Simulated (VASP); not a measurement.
# CsPbCl3 (series) (Pm-3m) in VASP: further runs

One crystal, CsPbCl3 (series), is run at these levels: PBE; tasks: single point.

Everything below comes from runs of VASP 6.6.1. Logs are shortened: lines on timing, memory, paths and dates and some standing lists are left out, and cuts for length are marked.

### Step 1. The cell of the first run

It takes space group Pm-3m (No. 221, cubic). Conventional cell: a = 5.605 Å, b = 5.605 Å, c = 5.605 Å, α = 90.00°, β = 90.00°, γ = 90.00°. Around Cs (site symmetry m-3m) lie 12 Cl at 3.96 Å. Around Pb (site symmetry m-3m) lie 6 Cl at 2.80 Å. Cl (site symmetry 4/mmm) is surrounded by 2 Pb at 2.80 Å.

### Step 2. Single point, PBE (cutoff)

Contents of INCAR:

```
PREC = Accurate
ENCUT = 520
EDIFF = 1E-7
ISMEAR = 0
SIGMA = 0.02
LREAL = False
LASPH = True
NELM = 100
ALGO = Normal
ISIF = 2
LWAVE = False
LCHARG = True
GGA = PE
LELF = True
LVHAR = True
NBANDS = 30
```

Contents of KPOINTS:

```
regular mesh
0
Gamma
  4 4 4
```

Contents of POSCAR:

```
CsPbCl3
1.0
    5.6050000000      0.0000000000      0.0000000000
    0.0000000000      5.6050000000      0.0000000000
    0.0000000000      0.0000000000      5.6050000000
Cs Pb Cl
1 1 3
Direct
    0.0000000000      0.0000000000      0.0000000000
    0.5000000000      0.5000000000      0.5000000000
    0.5000000000      0.5000000000      0.0000000000
    0.0000000000      0.5000000000      0.5000000000
    0.5000000000      0.0000000000      0.5000000000
```

Potentials or basis: VASP PAW PBE potentials, release 64 (Cs_sv, Pb_d, Cl).

Command:

```sh
cat potpaw_PBE.64/Cs_sv/POTCAR potpaw_PBE.64/Pb_d/POTCAR potpaw_PBE.64/Cl/POTCAR > POTCAR
mpirun -np 1 vasp_std > vasp.out
```

OUTCAR:

```text
PREC = Accurate
   ENCUT = 520
   EDIFF = 1E-7
   ISMEAR = 0
   LREAL = False
   LASPH = True
   NELM = 100
   ISIF = 2
   GGA = PE

 ion  position               nearest neighbor table
   1  0.000  0.000  0.000-
   2  0.500  0.500  0.500-   3 2.80   4 2.80   5 2.80   3 2.80   5 2.80   4 2.80
   3  0.500  0.500  0.000-   2 2.80   2 2.80
   4  0.000  0.500  0.500-   2 2.80   2 2.80
   5  0.500  0.000  0.500-   2 2.80   2 2.80

  LATTYP: Found a simple cubic cell.
 ALAT       =     5.6050000000

  Lattice vectors:

 A1 = (   5.6050000000,   0.0000000000,   0.0000000000)
 A2 = (   0.0000000000,   5.6050000000,   0.0000000000)
 A3 = (   0.0000000000,   0.0000000000,   5.6050000000)

Analysis of symmetry for initial positions (statically):
=====================================================================
 Subroutine PRICEL returns:
 Original cell was already a primitive cell.

 Routine SETGRP: Setting up the symmetry group for a
 simple cubic supercell.

 Subroutine GETGRP returns: Found 48 space group operations
 (whereof 48 operations were pure point group operations)
 out of a pool of 48 trial point group operations.

The static configuration has the point symmetry O_h .

Analysis of symmetry for dynamics (positions and initial velocities):
=====================================================================
 Subroutine PRICEL returns:
 Original cell was already a primitive cell.

 Routine SETGRP: Setting up the symmetry group for a
 simple cubic supercell.

 Subroutine GETGRP returns: Found 48 space group operations
 (whereof 48 operations were pure point group operations)
 out of a pool of 48 trial point group operations.

The dynamic configuration has the point symmetry O_h .

 Subroutine INISYM returns: Found 48 space group operations
 (whereof 48 operations are pure point group operations),
 and found     1 'primitive' translations

----------------------------------------------------------------------------------------

                                     Primitive cell

  volume of cell :     176.0868

  direct lattice vectors                    reciprocal lattice vectors
     5.605000000  0.000000000  0.000000000     0.178412132  0.000000000  0.000000000
     0.000000000  5.605000000  0.000000000     0.000000000  0.178412132  0.000000000
     0.000000000  0.000000000  5.605000000     0.000000000  0.000000000  0.178412132

  length of vectors
     5.605000000  5.605000000  5.605000000     0.178412132  0.178412132  0.178412132

  position of ions in fractional coordinates (direct lattice)
     0.000000000  0.000000000  0.000000000
     0.500000000  0.500000000  0.500000000
     0.500000000  0.500000000  0.000000000
     0.000000000  0.500000000  0.500000000
     0.500000000  0.000000000  0.500000000

  ion indices of the primitive-cell ions
   primitive index   ion index
                 1           1
                 2           2
                 3           3
                 4           4
                 5           5

----------------------------------------------------------------------------------------

 KPOINTS: regular mesh

Automatic generation of k-mesh.
 Grid dimensions read from file:
 generate k-points for:    4    4    4

 Generating k-lattice:

  Cartesian coordinates                     Fractional coordinates (reciprocal lattice)
     0.044603033  0.000000000  0.000000000     0.250000000  0.000000000  0.000000000
     0.000000000  0.044603033  0.000000000     0.000000000  0.250000000  0.000000000
     0.000000000  0.000000000  0.044603033     0.000000000  0.000000000  0.250000000

  Length of vectors
     0.044603033  0.044603033  0.044603033

  Shift w.r.t. Gamma in fractional coordinates (k-lattice)
     0.000000000  0.000000000  0.000000000

 Subroutine IBZKPT returns following result:
 ===========================================

 Found     10 irreducible k-points:

 Following reciprocal coordinates:
            Coordinates               Weight
  0.000000  0.000000  0.000000      1.000000
  0.250000  0.000000  0.000000      6.000000
  0.500000  0.000000  0.000000      3.000000
  0.250000  0.250000  0.000000     12.000000
  0.500000  0.250000  0.000000     12.000000
  0.500000  0.500000  0.000000      3.000000
  0.250000  0.250000  0.250000      8.000000
  0.500000  0.250000  0.250000     12.000000
  0.500000  0.500000  0.250000      6.000000
  0.500000  0.500000  0.500000      1.000000
   k-points           NKPTS =     10   k-points in BZ     NKDIM =     10   number of bands    NBANDS=     30
   number of dos      NEDOS =    301   number of ions     NIONS =      5
   total plane-waves  NPLWV =  74088
   dimension x,y,z NGX =    42 NGY =   42 NGZ =   42
   dimension x,y,z NGXF=    84 NGYF=   84 NGZF=   84
   ions per type =               1   1   3
   NGX,Y,Z   is equivalent  to a cutoff of  12.46, 12.46, 12.46 a.u.
   NGXF,Y,Z  is equivalent  to a cutoff of  24.91, 24.91, 24.91 a.u.
 SYSTEM =  unknown system
   PREC   = accura    normal or accurate (medium, high low for compatibility)
   ISTART =      0    job   : 0-new  1-cont  2-samecut
   ICHARG =      2    charge: 1-file 2-atom 10-const
   ISPIN  =      1    spin polarized calculation?
   LNONCOLLINEAR =      F non collinear calculations
   LSORBIT =      F    spin-orbit coupling
   LASPH  =      T    aspherical Exc in radial PAW
   ENCUT  =  520.0 eV  38.22 Ry    6.18 a.u.  10.42 10.42 10.42*2*pi/ulx,y,z
   NELM   =    100;   NELMIN=  2; NELMDL= -5     # of ELM steps
   EDIFF  = 0.1E-06   stopping-criterion for ELM
   LREAL  =      F    real-space projection
   EDIFFG = 0.1E-05   stopping-criterion for IOM
   NSW    =      0    number of steps for IOM
   IBRION =     -1    ionic relax: 0-MD 1-quasi-New 2-CG
   NFREE  =      0    steps in history (QN), initial steepest desc. (CG)
   ISIF   =      2    stress and relaxation
   ISYM   =      2    0-nonsym 1-usesym 2-fastsym
   POTIM  = 0.5000    time-step for ionic-motion
   TEBEG  =    0.0;   TEEND  =   0.0 temperature during run
   PSTRESS=    0.0 pullay stress
   NELECT =      44.0000    total number of electrons
   NUPDOWN=      -1.0000    fix difference up-down
   EMIN   =  10.00;   EMAX   =-10.00  energy-range for DOS
   EFERMI =   0.00;   METHOD = LEGACY
   ISMEAR =     0;   SIGMA  =   0.02  broadening in eV -4-tet -1-fermi 0-gaus
   EFERMI_NEDOS =   21; number of points for ismear=-14 and -15
   IALGO  =     38    algorithm
   IMIX   =      4    mixing-type and parameters
     AMIX     =   0.40;   BMIX     =  1.00
     AMIX_MAG =   1.60;   BMIX_MAG =  1.00
  volume/ion in A,a.u.               =      35.22       237.66
  Fermi-wavevector in a.u.,A,eV,Ry     =   1.031138  1.948568 14.466333  1.063245
  Thomas-Fermi vector in A             =   2.165271
   LORBIT       =      0    0 simple, 1 ext, 2 COOP (PROOUT), +10 PAW based schemes
   GGA     = PE    functional components
   LHFCALC =     F    Hartree Fock is set to
   AEXX    =    0.0000 exact exchange contribution
   IVDW    =     0    specifies the selected vdW correction
   LEPSILON=     F    determine dielectric tensor
   LRPA    =     F    only Hartree local field effects (RPA)
 non-spin polarized calculation
 Gauss-broadening in eV      SIGMA  =   0.02
  energy-cutoff  :      520.00
  volume of cell :      176.09
 maximum number of plane-waves:      4780
 NGX is ok and might be reduce to    42
   NGX = 21   NGY = 21   NGZ = 21

 number of electron      44.0000004 magnetization

 Free energy of the ion-electron system (eV)
  ---------------------------------------------------
  ext. energy  EPLUGINS =         0.00000000
  ---------------------------------------------------
  free energy    TOTEN  =       -17.47843848 eV

  energy without entropy =      -17.47843848  energy(sigma->0) =      -17.47843848

 E-fermi :   1.9701     XC(G=0):  -7.8201

 val. band max:        1.8090123630   @ k =   0.5000   0.5000   0.5000
 cond. band min:       3.7450129438   @ k =   0.5000   0.5000   0.5000
 fundamental gap:      1.9360005808
 Fermi energy:         1.9701248587

 k-point     1 :       0.0000    0.0000    0.0000
  band No.  band energies     occupation
      1     -19.5656      2.00000
      2     -15.0188      2.00000
      3     -15.0188      2.00000
      4     -14.7739      2.00000
      5     -14.7739      2.00000
      6     -14.7739      2.00000
[... 22 lines left out ...]
     29       7.9929      0.00000
     30       7.9929      0.00000

 k-point     2 :       0.2500    0.0000    0.0000
  band No.  band energies     occupation
      1     -19.5645      2.00000
      2     -15.0187      2.00000
      3     -14.9672      2.00000
      4     -14.7747      2.00000
      5     -14.7747      2.00000
      6     -14.7739      2.00000
[... 22 lines left out ...]
     29       7.2069      0.00000
     30       8.1233      0.00000

 k-point     3 :       0.5000    0.0000    0.0000
  band No.  band energies     occupation
      1     -19.5634      2.00000
      2     -15.0186      2.00000
      3     -14.9134      2.00000
      4     -14.7754      2.00000
      5     -14.7754      2.00000
      6     -14.7739      2.00000
[... 22 lines left out ...]
     29       7.5273      0.00000
     30       8.7414      0.00000

 k-point     4 :       0.2500    0.2500    0.0000
  band No.  band energies     occupation
      1     -19.5635      2.00000
      2     -14.9940      2.00000
      3     -14.9372      2.00000
      4     -14.7754      2.00000
      5     -14.7746      2.00000
      6     -14.7746      2.00000
[... 154 lines left out ...]
     29       7.9612      0.00000
     30       7.9670      0.00000

 k-point     9 :       0.5000    0.5000    0.2500
  band No.  band energies     occupation
      1     -19.5608      2.00000
      2     -14.9083      2.00000
      3     -14.8412      2.00000
      4     -14.7769      2.00000
      5     -14.7761      2.00000
      6     -14.7761      2.00000
[... 22 lines left out ...]
     29       7.6114      0.00000
     30       8.0154      0.00000

 k-point    10 :       0.5000    0.5000    0.5000
  band No.  band energies     occupation
      1     -19.5600      2.00000
      2     -14.8411      2.00000
      3     -14.8411      2.00000
      4     -14.7769      2.00000
      5     -14.7769      2.00000
      6     -14.7769      2.00000
[... 22 lines left out ...]
     29       7.3657      0.00000
     30       8.5627      0.00000

------------------------ aborting loop because EDIFF is reached ----------------------------------------

  FORCE on cell =-STRESS in cart. coord.  units (eV):
  Direction    XX          YY          ZZ          XY          YZ          ZX
  --------------------------------------------------------------------------------------
  -------------------------------------------------------------------------------------
  Total        1.9888108      1.9888108      1.9888108     -0.0000000     -0.0000000      0.0000000
  in kB       18.0957759     18.0957759     18.0957759     -0.0000000     -0.0000000      0.0000000
  external PRESSURE =      18.0957759 kB  Pullay stress =       0.0000000 kB

 VOLUME and BASIS-vectors are now :
 -----------------------------------------------------------------------------
  energy-cutoff  :      520.00
  volume of cell :      176.09
      direct lattice vectors                 reciprocal lattice vectors
     5.605000000  0.000000000  0.000000000     0.178412132  0.000000000  0.000000000
     0.000000000  5.605000000  0.000000000     0.000000000  0.178412132  0.000000000
     0.000000000  0.000000000  5.605000000     0.000000000  0.000000000  0.178412132

 POSITION                                       TOTAL-FORCE (eV/Angst)
 -----------------------------------------------------------------------------------
      0.00000      0.00000      0.00000         0.000000      0.000000      0.000000
      2.80250      2.80250      2.80250         0.000000      0.000000      0.000000
      2.80250      2.80250      0.00000         0.000000      0.000000      0.000000
      0.00000      2.80250      2.80250         0.000000      0.000000      0.000000
      2.80250      0.00000      2.80250         0.000000      0.000000      0.000000
 -----------------------------------------------------------------------------------
    total drift:                                0.000000     -0.000000     -0.000000

  FREE ENERGIE OF THE ION-ELECTRON SYSTEM (eV)
  ---------------------------------------------------
  free  energy   TOTEN  =       -17.4784384807 eV

  energy  without entropy=      -17.4784384807  energy(sigma->0) =      -17.47843848
```

Wall time 35 s (1 thread of Intel Xeon Platinum 8488C (Sapphire Rapids), shared host); peak memory 0.27 GiB.

Results:

```yaml
Free_energy: -17.4784 eV
Pressure: 1.8 GPa
Band_gap_on_the_k_mesh: 1.94 eV, direct
```

Caveat: spin-orbit coupling is left out, which as a rule narrows the gap of such compounds by several tenths of an eV.

### Step 3. Single point, PBE (cutoff)

Contents of INCAR:

```
SYSTEM = CsPbCl3
  PREC = Accurate
  ENCUT = 520
  EDIFF = 1E-6
  ISMEAR = 0
  SIGMA = 0.02
  LREAL = .False.
  LASPH = .True.
  NELM = 100
  ALGO = Normal
  ISIF = 2
  LWAVE = .False.
  LCHARG = .True.
  GGA = PE
  LELF = .True.
  LVHAR = .True.
  NBANDS = 30
```

Contents of KPOINTS:

```
Automatic mesh
0
Gamma
  4 4 4
  0 0 0
```

POSCAR is that of step 2.

Potentials or basis: VASP PAW PBE potentials, release 64 (Cs_sv, Pb_d, Cl).

Command:

```sh
cat potpaw_PBE.64/Cs_sv/POTCAR potpaw_PBE.64/Pb_d/POTCAR potpaw_PBE.64/Cl/POTCAR > POTCAR
mpirun -np 1 vasp_std > vasp.out
```

Wall time 34 s (1 thread of Intel Xeon Platinum 8488C (Sapphire Rapids), shared host); peak memory 0.27 GiB.

Results (log left out):

| Property | Result |
| --- | --- |
| Free energy | -17.4784 eV |
| Pressure | 1.8 GPa |
| Band gap on the k mesh | 1.94 eV, direct |

Levels at points of the mesh, in eV from the valence-band top:
```
           k point  band 19  band 20  band 21  band 22  band 23  band 24  band 25  band 26
(0.00, 0.00, 0.00)    -2.65    -2.54    -2.54    -2.54     3.34     4.28     4.28     5.20
(0.50, 0.00, 0.00)    -2.75    -2.65    -2.65    -1.69     3.03     4.68     5.19     5.33
(0.50, 0.50, 0.00)    -2.83    -2.76    -2.23    -0.82     2.52     2.52     4.94     5.38
(0.50, 0.50, 0.50)    -2.22    -2.22    -2.22     0.00     1.94     1.94     1.94     5.11
```

Caveat: spin-orbit coupling is left out, which as a rule narrows the gap of such compounds by several tenths of an eV. A k mesh can miss the band edges.
